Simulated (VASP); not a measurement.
# TiC in VASP: further runs, part 2 of 2

VASP 6.6.1.

## Step 3: Work function, PBEsol

This run uses another cell than the first one, of 11.96 Å³/atom, 0.620 times its volume.

Contents of INCAR:

```
ALGO     = Fast           # electronic algorithm
DIPOL    = 0.5 0.5 0.500
EDIFF    = 1E-6           # SCF threshold, eV
ENCUT    = 520            # plane-wave cutoff, eV
GGA      = PS             # functional
IDIPOL   = 3            
ISIF     = 2              # what is computed and relaxed
ISMEAR   = 1              # smearing method
KPAR     = 8            
LASPH    = T              # aspherical terms in the spheres
LCHARG   = T              # write CHGCAR
LDIPOL   = T            
LREAL    = F              # projectors in reciprocal space
LVACPOTAV= T            
LVHAR    = T            
LWAVE    = F              # write WAVECAR
NELM     = 60             # most SCF steps
PREC     = Accurate       # precision mode
SIGMA    = 0.1            # smearing width, eV
```

Contents of KPOINTS:

```
k-points
0
Gamma
  10 10 1
```

Contents of POSCAR:

```
TiC
1.0
    3.0537113450      0.0000000000      0.0000000000
    0.0000000000      3.0537113450      0.0000000000
    0.0000000000      0.0000000000     17.9558000008
Ti C
7 7
Direct
    0.5000000000      0.5000000000      0.1392307778
    0.0000000000      0.0000000000      0.2594871851
    0.5000000000      0.5000000000      0.3797435927
    0.0000000000      0.0000000000      0.5000000000
    0.5000000000      0.5000000000      0.6202564073
    0.0000000000      0.0000000000      0.7405128149
    0.5000000000      0.5000000000      0.8607692222
    0.0000000000      0.0000000000      0.1392307778
    0.5000000000      0.5000000000      0.2594871851
    1.0000000000      0.0000000000      0.3797435927
    0.5000000000      0.5000000000      0.5000000000
    0.0000000000      0.0000000000      0.6202564073
    0.5000000000      0.5000000000      0.7405128149
    0.0000000000      1.0000000000      0.8607692222
```

Potentials or basis: VASP PAW PBE potentials, release 64 (Ti_sv, C).

On the command line:

```
$ cat potpaw_PBE.64/Ti_sv/POTCAR potpaw_PBE.64/C/POTCAR > POTCAR
$ mpirun -np 8 vasp_std > vasp.out
```

OUTCAR:

```text
EDIFF = 1E-6
   ENCUT = 520
   GGA = PS
   ISIF = 2
   ISMEAR = 1
   LASPH = T
   LREAL = F
   NELM = 60
   PREC = Accurate

 ion  position               nearest neighbor table
   1  0.500  0.500  0.139-   9 2.16   8 2.16   8 2.16   8 2.16   8 2.16
   2  0.000  0.000  0.259-   8 2.16   9 2.16   9 2.16   9 2.16   9 2.16  10 2.16
   3  0.500  0.500  0.380-  11 2.16  10 2.16  10 2.16  10 2.16  10 2.16   9 2.16
   4  0.000  0.000  0.500-  10 2.16  12 2.16  11 2.16  11 2.16  11 2.16  11 2.16
   5  0.500  0.500  0.620-  11 2.16  12 2.16  12 2.16  12 2.16  12 2.16  13 2.16
   6  0.000  0.000  0.741-  14 2.16  13 2.16  13 2.16  13 2.16  13 2.16  12 2.16
   7  0.500  0.500  0.861-  13 2.16  14 2.16  14 2.16  14 2.16  14 2.16
   8  0.000  0.000  0.139-   2 2.16   1 2.16   1 2.16   1 2.16   1 2.16
   9  0.500  0.500  0.259-   1 2.16   2 2.16   2 2.16   2 2.16   2 2.16   3 2.16
  10  0.000  0.000  0.380-   4 2.16   3 2.16   3 2.16   3 2.16   3 2.16   2 2.16
  11  0.500  0.500  0.500-   3 2.16   5 2.16   4 2.16   4 2.16   4 2.16   4 2.16
  12  0.000  0.000  0.620-   4 2.16   5 2.16   5 2.16   5 2.16   5 2.16   6 2.16
  13  0.500  0.500  0.741-   7 2.16   6 2.16   6 2.16   6 2.16   6 2.16   5 2.16
  14  0.000  0.000  0.861-   6 2.16   7 2.16   7 2.16   7 2.16   7 2.16

  LATTYP: Found a simple tetragonal cell.
 ALAT       =     3.0537113450
 C/A-ratio  =     5.8799925639

  Lattice vectors:

 A1 = (   3.0537113450,   0.0000000000,   0.0000000000)
 A2 = (   0.0000000000,   3.0537113450,   0.0000000000)
 A3 = (   0.0000000000,   0.0000000000,  17.9558000008)

Analysis of symmetry for initial positions (statically):
=====================================================================
 Subroutine PRICEL returns:
 Original cell was already a primitive cell.

 Routine SETGRP: Setting up the symmetry group for a
 simple tetragonal supercell.

 Subroutine GETGRP returns: Found 16 space group operations
 (whereof 16 operations were pure point group operations)
 out of a pool of 16 trial point group operations.

[... 175 lines left out ...]

 number of electron     112.0000036 magnetization

 dipolmoment           0.000000      0.000000     -0.000000 electrons x Angstroem

 Free energy of the ion-electron system (eV)
  ---------------------------------------------------
  ext. energy  EPLUGINS =         0.00000000
  ---------------------------------------------------
  free energy    TOTEN  =      -136.18690138 eV

  energy without entropy =     -136.18714873  energy(sigma->0) =     -136.18698383

 E-fermi :   7.2389     XC(G=0): -11.5398

 val. band max:        7.2259570289   @ k =   0.1000   0.1000   0.0000
 cond. band min:       7.3244808283   @ k =   0.4000   0.3000   0.0000
 fundamental gap:      0.0985237994
 Fermi energy:         7.2388958699

 k-point     1 :       0.0000    0.0000    0.0000
  band No.  band energies     occupation
      1     -49.0688      2.00000
      2     -49.0686      2.00000
      3     -49.0250      2.00000
      4     -48.9986      2.00000
      5     -48.9684      2.00000
      6     -48.9432      2.00000
[... 1459 lines left out ...]
     66      10.3866      0.00000
     67      10.7026      0.00000

------------------------ aborting loop because EDIFF is reached ----------------------------------------

  FORCE on cell =-STRESS in cart. coord.  units (eV):
  Direction    XX          YY          ZZ          XY          YZ          ZX
  --------------------------------------------------------------------------------------
  -------------------------------------------------------------------------------------
  Total       -8.4009948     -8.4009948     -5.6890653      0.0000000      0.0000000      0.0000000
  in kB      -80.3860287    -80.3860287    -54.4365726      0.0000000      0.0000000      0.0000000
  external PRESSURE =     -71.7362100 kB  Pullay stress =       0.0000000 kB

 VOLUME and BASIS-vectors are now :
 -----------------------------------------------------------------------------
  energy-cutoff  :      520.00
  volume of cell :      167.44
      direct lattice vectors                 reciprocal lattice vectors
     3.053711345  0.000000000  0.000000000     0.327470375  0.000000000  0.000000000
     0.000000000  3.053711345  0.000000000     0.000000000  0.327470375  0.000000000
     0.000000000  0.000000000 17.955800001     0.000000000  0.000000000  0.055692311

 POSITION                                       TOTAL-FORCE (eV/Angst)
 -----------------------------------------------------------------------------------
      1.52686      1.52686      2.50000        -0.000000     -0.000000      1.597564
      0.00000      0.00000      4.65930        -0.000000     -0.000000      0.322039
      1.52686      1.52686      6.81860        -0.000000      0.000000      0.104268
      0.00000      0.00000      8.97790        -0.000000     -0.000000      0.000000
      1.52686      1.52686     11.13720        -0.000000     -0.000000     -0.104268
      0.00000      0.00000     13.29650         0.000000     -0.000000     -0.322039
      1.52686      1.52686     15.45580        -0.000000      0.000000     -1.597564
      0.00000      0.00000      2.50000        -0.000000     -0.000000     -0.896896
      1.52686      1.52686      4.65930        -0.000000      0.000000     -0.705610
      0.00000      0.00000      6.81860        -0.000000     -0.000000     -0.190657
      1.52686      1.52686      8.97790        -0.000000     -0.000000      0.000000
      0.00000      0.00000     11.13720         0.000000     -0.000000      0.190657
      1.52686      1.52686     13.29650        -0.000000     -0.000000      0.705610
      0.00000      0.00000     15.45580         0.000000     -0.000000      0.896896
 -----------------------------------------------------------------------------------
    total drift:                                0.000000     -0.000000      0.000000

  FREE ENERGIE OF THE ION-ELECTRON SYSTEM (eV)
  ---------------------------------------------------
  free  energy   TOTEN  =      -136.1869013783 eV

  energy  without entropy=     -136.1871487317  energy(sigma->0) =     -136.18698383
```

stdout:

```text
POSCAR found type information on POSCAR TiC
 POSCAR found :  2 types and      14 ions
 scaLAPACK will be used
 -----------------------------------------------------------------------------
|                                                                             |
[... 95 lines left out ...]
|     field-free region was found. Please increase the size of  your cell     |
|     in the dimension of the dipole correction to obtain accurate            |
|     workfunction values.                                                    |
|                                                                             |
 -----------------------------------------------------------------------------
```

It took 4.3 min on 8 MPI ranks of Intel Xeon Platinum 8375C at 2.90GHz (Ice Lake), shared host; peak memory 0.42 GiB.

Results:

| Item | Value |
| --- | --- |
| Free energy | -136.1869 eV |
| Largest force | 1.598 eV/Å |
| Band gap on the k mesh | none (metal or under the smearing width) |

Forces in eV/Å, atoms in the order of the input:
```
Ti   0.000  0.000  1.598
Ti   0.000  0.000  0.322
Ti   0.000  0.000  0.104
Ti   0.000  0.000  0.000
Ti   0.000  0.000 -0.104
Ti   0.000  0.000 -0.322
Ti   0.000  0.000 -1.598
C    0.000  0.000 -0.897
C    0.000  0.000 -0.706
C    0.000  0.000 -0.191
C    0.000  0.000  0.000
C    0.000  0.000  0.191
C    0.000  0.000  0.706
C    0.000  0.000  0.897
```

Caveat: the PAW data sets were made with another functional, which shifts forces and pressure a little.
